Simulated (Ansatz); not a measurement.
Mg$_{2}$Sn (Fm-3m): phonons

Computed with PBEsol, PAW on Ansatz 0.2.0's default frozen-core files (fitted under PBE), scalar-relativistic; not a measurement.

The cell is the relaxed one with its volume scaled by 1.015.

Command:

```sh
ansatz run input.yaml --threads 2 --pin off --max-ram 6144MiB --backend cpu --events-out ev --progress --plain --runs-dir out
```

input.yaml:

```yaml
crystal:
  lattice:
    - [0.0, 3.39007675487, 3.39007675487]
    - [3.39007675487, 0.0, 3.39007675487]
    - [3.39007675487, 3.39007675487, 0.0]
  atoms:
    - { symbol: Mg, position: [0.25, 0.25, 0.25] }
    - { symbol: Mg, position: [0.75, 0.75, 0.75] }
    - { symbol: Sn, position: [0.0, 0.0, 0.0] }
kpoints:
  mp_grid: { grid: [8, 8, 8] }
scf:
  occupations: { method: fermi_dirac, width: 0.05 }
hamiltonian:
  xc: pbesol
  pseudopotentials: { kind: paw }
phonons:
  qmesh: [2, 2, 2]
  qpath:
    path:
      - [0.0, 0.0, 0.0]
      - [0.5, 0.0, 0.5]
      - [0.625, 0.25, 0.625]
      - [0.375, 0.375, 0.75]
      - [0.0, 0.0, 0.0]
      - [0.5, 0.5, 0.5]
      - [0.5, 0.25, 0.75]
      - [0.5, 0.0, 0.5]
    npoints: 6
  temperatures: { t_min: 0, t_max: 1000, t_step: 100 }
```

Output:

```
Warning: phonons: the dynamical matrix that this run interpolates holds no multipole term above the dipole-dipole one, and a site of this crystal is no centre of inversion, so its interpolated transverse optical and acoustic branches and sound speeds can stay off near Gamma, and the density of states and the thermodynamics with them. What a run solves at a wave vector of phonons.qpoints, Gamma apart, where the deck ...
Warning: RAYON_NUM_THREADS=2 ignored (pool sized by the plan → 2); use --threads N
Engine: ansatz 0.2.0, aarch64-unknown-linux-gnu
Pseudopotentials: kind: paw
Pseudopotential: Mg, paw, valence charge 10, recommended cutoff 420 eV (normal), Mg.paw.azcp
Pseudopotential: Sn, paw, valence charge 14, recommended cutoff 420 eV (normal), Sn.paw.azcp
Functional definition: PBEsol
  exchange = pbesol_x
  correlation = pbesol_c
Crystal: 6 atoms, lattice volume = 155.843 Å³
Basis set: ecut = 420 eV, 2995 PW (Γ), FFT grids on a1, a2, −a1+a2+a3, exchange–correlation on 72×72×96 points (8 copies of the dense FFT grid, shifted against one another)
Bands: 42, of which v1, the nominal top of the filled ones, is band 34 counted from 1 (33 counted from 0)
Symmetry: 32 space group operations
k-points: 39 of 256
Non-local potential: Mg, projectors of the file, l = 0: 3, l = 1: 2, l = 2: 1
Non-local potential: Sn, projectors of the file, l = 0: 2, l = 1: 2, l = 2: 2, l = 3: 2
PAW form: soft (Blöchl's): semilocal exchange-correlation on the pseudo side does not see the compensation charge
PAW frozen core: Mg, regenerated for the run's functional, and the local potential with it (the file was generated under x = pbe(κ = 0.804, μ = 0.2195149727645171), c = pbe(β = 0.06672455060314922))
PAW frozen core: Sn, regenerated for the run's functional, and the local potential with it (the file was generated under x = pbe(κ = 0.804, μ = 0.2195149727645171), c = pbe(β = 0.06672455060314922))
PAW one-centre angular grid: Mg, 110 points (default); XC on 64 Gauss nodes
[... 90 lines left out ...]
  E_kinetic    = 678.623307
  E_local      = -8803.373828  (includes V_loc(G=0)·N_el)
  E_nonlocal   = 324.340040
  E_hartree    = 3654.649632
  E_xc         = -871.643306
  E_vxc        = -341.126249  (∫ρ·V_xc dr)
  E_paw        = -9259.783117  (= ΣΔE_a)
  E_vpaw       = -825.143559  (= ΣTr[D̂ρ^β])
  E_aug_tail   = -0.000017  (compensation charges beyond the density's cutoff)
  E_ewald      = -5272.606242
  E_core_change = 0.805129  (= ΣΔE_core)
  E_smearing   = -0.006117  (= −TS)
  E_closure    = -0.000000  (closes the sum)
  Σ components = -19548.994518   (vs F -19548.994518, Δ=0.00e0)
--- Forces (eV/Å), atoms counted from 1 ---
  atom   1  Mg     0.00000000     0.00000000     0.00000000
  atom   2  Mg     0.00000000    -0.00000000    -0.00000000
  atom   3  Sn    -0.00000000     0.00000000    -0.00000000
  atom   4  Mg     0.00000000     0.00000000     0.00000000
  atom   5  Mg     0.00000000     0.00000000    -0.00000000
  atom   6  Sn     0.00000000     0.00000000     0.00000000
  max |Σ_I F_I| component: 1.73e-18 eV/Å
--- Phonons: 5 displaced members + 2 references (amplitude of the first 0.0025 Å, Σ member SCF iterations 31) ---
  ASR residual: 1.464e-4 → 0.000e0 eV/Å²; symmetrization residual: 3.957e-5 eV/Å²
  largest component of a force at the reference: 3.4e-17 eV/Å
  ASR residual per site (eV/Å²): 1.46e-4 1.46e-4 3.46e-5
  Γ frequencies (cm⁻¹): 0.00 0.00 0.00 185.35 185.35 185.35 210.32 210.32 210.32
--- Phonons (by wavevector): 3 wavevectors in 2 supercells ---
  supercell 1 (2 cells, vectors [1, 0, 0], [0, 1, -1], [0, 0, 2] in multiples of the cell's): 2 displaced members by 0.0025 Å; free energy -19548.994518 eV; taken off its force constants: by the sum rule 1.5e-4, by the ...
  symmetry images taken by strict's conditions (phonons.symmetry_images: auto; settled by no image being taken that strict refuses)
  supercell 2 (2 cells, vectors [1, 0, 0], [0, 1, 0], [0, 0, 2] in multiples of the cell's): 3 displaced members by 0.0025 Å; free energy -19548.994518 eV; taken off its force constants: by the sum rule 6.3e-5, by the ...
  symmetry images taken by strict's conditions (phonons.symmetry_images: auto; settled by no image being taken that strict refuses)
  q = [0.0000, 0.0000, 0.0000] (star 1, supercell 1; hermiticity 2.59e-49, symmetrization 3.44e-6): -0.00 0.00 0.00 185.35 185.35 185.35 210.32 210.32 210.32
  q = [0.0000, 0.0000, -0.5000] (star 4, supercell 2; hermiticity 8.29e-17, symmetrization 3.71e-16): 49.10 49.10 111.54 190.55 190.55 190.92 199.69 199.69 245.53
  q = [0.0000, -0.5000, -0.5000] (star 3, supercell 1; hermiticity 5.05e-17, symmetrization 3.37e-16): 64.08 64.08 119.17 150.05 150.68 150.68 218.91 218.91 279.65
  joined force constants: q→R imaginary residual 2.90e-17
  density of states and harmonic sums: on the 16×16×16 q-mesh, interpolated from the force constants of a 2×2×2 supercell (no non-analytic term)
  largest difference from the sums on the solved wave vectors: F 6.95e-2 eV, S 1.02e-4 and C_V 3.23e-5 eV/K
```

The calculation finished and met its thresholds.

**Phonons on the q mesh**

Harmonic phonons of a crystal by Kohn-Sham DFT at the given cell, standard atomic masses, acoustic sum rule imposed; negative wavenumbers are unstable modes; one row a degenerate set, branches counted upwards.

```
Unstable phonons : no
```

```tsv
point	q a (r.l.u.)	q b (r.l.u.)	q c (r.l.u.)	branch	phonon wavenumber (cm⁻¹)	degeneracy
Gamma	0	0	0	4	185.4	3
Gamma	0	0	0	7	210.3	3
L	0.5	0	0	1	49.1	2
L	0.5	0	0	3	111.5	1
L	0.5	0	0	4	190.6	2
L	0.5	0	0	6	190.9	1
L	0.5	0	0	7	199.7	2
L	0.5	0	0	9	245.5	1
X	0.5	0.5	0	1	64.1	2
X	0.5	0.5	0	3	119.2	1
X	0.5	0.5	0	4	150	1
X	0.5	0.5	0	5	150.7	2
X	0.5	0.5	0	7	218.9	2
X	0.5	0.5	0	9	279.6	1
```

Zone-centre phonons:

Optical zone-centre levels upwards with Mulliken labels, activity, and the element with most of the kinetic energy.

| Item | Value |
| --- | --- |
| Point group | m-3m |

```tsv
number	phonon wavenumber (cm⁻¹)	label	infrared	raman	lead element
1	185.4	T1u	yes	no	Mg
2	210.3	T2g	no	yes	Mg
```

**Harmonic thermodynamics**

Sums over wave vectors interpolated from the q mesh.

```json
{
  "Zero point energy": "29.31 meV/atom"
}
```

```csv
temperature (K),phonon heat capacity (k_B/atom),phonon entropy (k_B/atom),phonon free energy (meV/atom)
100,1.963,1.515,24.23
200,2.661,3.151,3.66
300,2.84,4.27,-28.59
400,2.908,5.098,-69.11
500,2.941,5.751,-116
600,2.958,6.289,-167.9
700,2.969,6.746,-224.1
800,2.976,7.143,-284
900,2.981,7.493,-347.1
1000,2.985,7.808,-413
```

Keep in mind: frozen-core PAW files fitted under PBE, their cores solved anew for the functional of the run; responses of metals move with mesh and smearing; cell scaled away from its relaxed volume; activity by symmetry alone, a metal screens infrared modes; coarse q mesh.

Cost: 98 s on 2 threads of Arm Neoverse V2, on a shared host, peak memory 0.88 GiB.
